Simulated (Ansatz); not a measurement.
## Al started on a N site in zincblende AlN, 64 atoms, charge +1

All numbers below come from Ansatz 0.2.0, DFT, PBEsol, PAW, plane waves.

Command:

```sh
ansatz run in.yaml --threads 8 --pin off --max-ram 118750MiB --runs-dir r --events-out ev --progress --plain --backend cuda --devices 0, --max-vram 170GiB
```

The input less its lattice and atoms (starting moments on atoms near the defect: 1 μB in all):

```yaml
crystal:
  symmetry: { detect: false }
kpoints:
  mp_grid: { grid: [1, 1, 1], shift: [0.25, 0.25, 0.25] }
hamiltonian:
  xc: pbesol
total_charge: 1
magnetization:
  spin_polarized: true
  initial_magnetization: 1
  spin_locking: { lock_magnetization: hard }
scf:
  occupations: { method: fermi_dirac, width: 0.01 }
relax:
  f_tol: 0.03
  max_steps: 80
  escape_saddle: false
  adjacent_minimum: "off"
output:
  forces: true
  eigenvalues: true
  populations: true
  charged_corrections: { epsilon: 8.5 }
```

Start:

```
Al N
1.0
     8.75544    0.00000    0.00000
     0.00000    8.75544    0.00000
     0.00000    0.00000    8.75544
Al N
33 31
Direct
  0.99892 0.99735 0.99699
  0.99783 0.99945 0.50256
  0.99833 0.50069 0.99783
  0.00082 0.49825 0.49812
  0.49859 0.99908 0.00309
  0.49999 0.99880 0.50052
  0.49744 0.50053 0.99845
  0.50255 0.49881 0.49728
  0.62773 0.63024 0.62936
  0.25242 0.24881 0.99785
  0.25007 0.24823 0.49731
  0.25479 0.74886 0.99947
  0.25293 0.74906 0.50041
  0.74693 0.24914 0.00365
  0.75148 0.24984 0.50112
  0.74768 0.74982 0.00181
  0.74904 0.75084 0.49916
  0.25095 0.99912 0.24999
  0.25358 0.00103 0.74784
  0.25182 0.49684 0.24990
  0.25134 0.50279 0.75136
  0.75094 0.99899 0.24784
  0.74800 0.00009 0.75207
  0.74780 0.49960 0.25193
  0.74706 0.50215 0.75072
  0.00034 0.25083 0.25193
  0.99670 0.24976 0.74837
  0.00021 0.74887 0.25102
  0.00349 0.74765 0.74416
  0.50332 0.25212 0.24860
  0.50309 0.24821 0.75158
  0.49797 0.75118 0.25171
  0.49603 0.75020 0.74647
  0.12303 0.12760 0.12727
  0.12608 0.12350 0.62630
  0.12445 0.62039 0.12731
  0.12393 0.62818 0.62531
  0.62269 0.12316 0.12830
  0.62531 0.12101 0.62423
  0.62192 0.62333 0.12623
  0.37467 0.37866 0.12688
  0.37388 0.37498 0.62638
  0.37124 0.87672 0.12769
  0.37096 0.87898 0.62451
  0.87557 0.37307 0.12419
  0.87475 0.37047 0.62767
  0.87337 0.87561 0.12814
  0.87611 0.87352 0.62117
  0.37601 0.12394 0.37261
  0.37779 0.12690 0.87552
  0.37433 0.62700 0.37230
  0.37794 0.62645 0.87585
  0.87560 0.12381 0.37396
  0.87831 0.12475 0.87461
  0.87597 0.62810 0.37853
  0.87327 0.62685 0.87074
  0.12433 0.37728 0.37310
  0.12713 0.37452 0.87538
  0.12313 0.87477 0.37698
  0.12767 0.87595 0.87937
  0.62491 0.37575 0.37554
  0.62806 0.37612 0.87701
  0.62084 0.87523 0.37126
  0.62272 0.87382 0.87638
```

Steps:

| step | energy less the first (eV) | largest force component (eV/Å) |
| --- | --- | --- |
| start | 0.000 | 8.255 |
| 1 | -6.966 | 3.780 |
| 2 | -9.723 | 0.703 |
| 3 | -9.919 | 0.318 |
| 4 | -9.933 | 0.241 |
| 5 | -9.975 | 0.058 |
| 6 | -9.976 | 0.024 |
| 7 | -9.977 | 0.029 |
| 8 | -9.982 | 0.138 |
| 9 | -10.005 | 0.405 |
| 10 | -10.053 | 0.543 |
| 11 | -10.154 | 0.498 |
| 12 | -10.272 | 0.384 |
| 13 | -10.296 | 0.461 |
| 14 | -10.385 | 0.277 |
| 15 | -10.424 | 0.148 |
| 16 | -10.439 | 0.120 |
| 17 | -10.443 | 0.030 |
| 18 | -10.443 | 0.015 |

A structure on the way, about -9.72 eV from the start:

```xyz
64
Lattice="8.7554 0.0000 0.0000 0.0000 8.7554 0.0000 0.0000 0.0000 8.7554" Properties=species:S:1:pos:R:3 pbc="T T T"
Al    0.0054    8.7495    8.7524
Al    0.0296    0.0280    4.3698
Al    0.0249    4.3657    0.0256
Al    0.0141    4.3699    4.3752
Al    4.3591    0.0236    0.0393
Al    4.3754    0.0136    4.3713
Al    4.3732    4.3757    0.0111
Al    4.1902    4.1752    4.1868
Al    5.4886    5.5061    5.4917
Al    2.1849    2.1824    8.7547
Al    2.1603    2.1556    4.3625
Al    2.1622    6.5727    0.0329
Al    2.1812    6.5621    4.3692
Al    6.5762    2.1571    0.0397
Al    6.5716    2.1728    4.3787
Al    6.5609    6.5631    0.0138
Al    6.7782    6.8042    4.1559
Al    2.1831    0.0022    2.1856
Al    2.1597    0.0383    6.5747
Al    2.1627    4.3569    2.1592
Al    2.1810    4.3692    6.5650
Al    6.5851    0.0275    2.1522
Al    6.5617    0.0068    6.5749
Al    6.5582    4.3727    2.1822
Al    6.7724    4.1563    6.7755
Al    0.0041    2.1849    2.1850
Al    0.0236    2.1550    6.5792
Al    0.0318    6.5732    2.1643
Al    0.0202    6.5618    6.5545
Al    4.3725    2.1634    2.1592
Al    4.3777    2.1744    6.5680
Al    4.3674    6.5644    2.1850
Al    4.1438    6.7956    6.7686
N     1.0917    1.1003    1.0993
N     1.0962    1.0951    5.4731
N     1.0905    5.4610    1.0995
N     1.0962    5.4774    5.4777
N     5.4667    1.0910    1.0997
N     5.4721    1.0838    5.4729
N     5.4673    5.4696    1.0996
N     3.2827    3.2876    1.0980
N     3.2350    3.2342    5.4793
N     3.2692    7.6652    1.1041
N     3.2175    7.7266    5.4582
N     7.6609    3.2797    1.0978
N     7.7138    3.2178    5.4682
N     7.6595    7.6604    1.0992
N     7.7175    7.7146    5.4779
N     3.2797    1.0952    3.2759
N     3.2878    1.1015    7.6699
N     3.2377    5.4771    3.2389
N     3.2434    5.4657    7.7084
N     7.6648    1.0950    3.2794
N     7.6682    1.0855    7.6669
N     7.7008    5.4667    3.2527
N     7.7040    5.4818    7.6986
N     1.0890    3.2845    3.2817
N     1.1010    3.2813    7.6656
N     1.0933    7.6622    3.2824
N     1.1011    7.6638    7.6743
N     5.4812    3.2356    3.2409
N     5.4672    3.2300    7.7182
N     5.4510    7.7112    3.2230
N     5.4711    7.7061    7.7159
```

End:

```
Al N
1.0
     8.75544    0.00000    0.00000
     0.00000    8.75544    0.00000
     0.00000    0.00000    8.75544
Al N
33 31
Direct
  0.00031 0.00027 0.00142
  0.99916 0.99917 0.49845
  0.00545 0.50031 0.00491
  0.00268 0.50153 0.49599
  0.50033 0.00541 0.00490
  0.50147 0.00278 0.49589
  0.50221 0.50214 0.01048
  0.49055 0.49095 0.46055
  0.52849 0.52829 0.71369
  0.24921 0.24920 0.00022
  0.24763 0.24762 0.49735
  0.25143 0.75206 0.99907
  0.25426 0.75044 0.49858
  0.75205 0.25128 0.99922
  0.75038 0.25430 0.49863
  0.75282 0.75283 0.99841
  0.74277 0.74327 0.51627
  0.24880 0.99911 0.24946
  0.24644 0.00463 0.74964
  0.24558 0.49940 0.24359
  0.23673 0.49921 0.74714
  0.75142 0.99886 0.25203
  0.75528 0.00408 0.74933
  0.75277 0.50146 0.24789
  0.79050 0.50439 0.75254
  0.99910 0.24884 0.24951
  0.00460 0.24652 0.74966
  0.99877 0.75143 0.25209
  0.00413 0.75524 0.74931
  0.49939 0.24570 0.24369
  0.49921 0.23655 0.74724
  0.50142 0.75286 0.24774
  0.50485 0.79067 0.75178
  0.12539 0.12545 0.12517
  0.12449 0.12458 0.62286
  0.12662 0.62809 0.12385
  0.12516 0.62812 0.62243
  0.62802 0.12663 0.12396
  0.62813 0.12510 0.62244
  0.62833 0.62832 0.12443
  0.37476 0.37481 0.12283
  0.37289 0.37275 0.62818
  0.37643 0.87653 0.12308
  0.37042 0.88764 0.62157
  0.87649 0.37648 0.12317
  0.88749 0.37057 0.62170
  0.87612 0.87613 0.12641
  0.87670 0.87663 0.62694
  0.37542 0.12641 0.37214
  0.37436 0.12489 0.87676
  0.36729 0.62820 0.35940
  0.38458 0.62224 0.86473
  0.87489 0.12582 0.37535
  0.87756 0.12835 0.87548
  0.87123 0.62517 0.37909
  0.89131 0.63123 0.88460
  0.12634 0.37551 0.37221
  0.12498 0.37444 0.87673
  0.12573 0.87495 0.37531
  0.12837 0.87753 0.87545
  0.62802 0.36753 0.35972
  0.62221 0.38405 0.86516
  0.62507 0.87149 0.37877
  0.63121 0.89123 0.88458
```

The run converged.

Time: 13 s of wall time on one NVIDIA GB200 with 8 processor threads, on a host shared with other runs; peak host memory 1.8 GiB.

Q: How much energy did the relaxation gain, and which atom moved most?

A: 10.44 eV in 18 steps, from a start with small random displacements; atom 9 (Al) moved 1.45 Å, the median atom 0.06 Å (drift of the whole cell removed).

The moment started at 1 μB and ended at 1.0 μB; no other spin state is shown. The program warned that the state may not be the lowest. The one k point has no symmetry partners, which can distort the end along one axis.
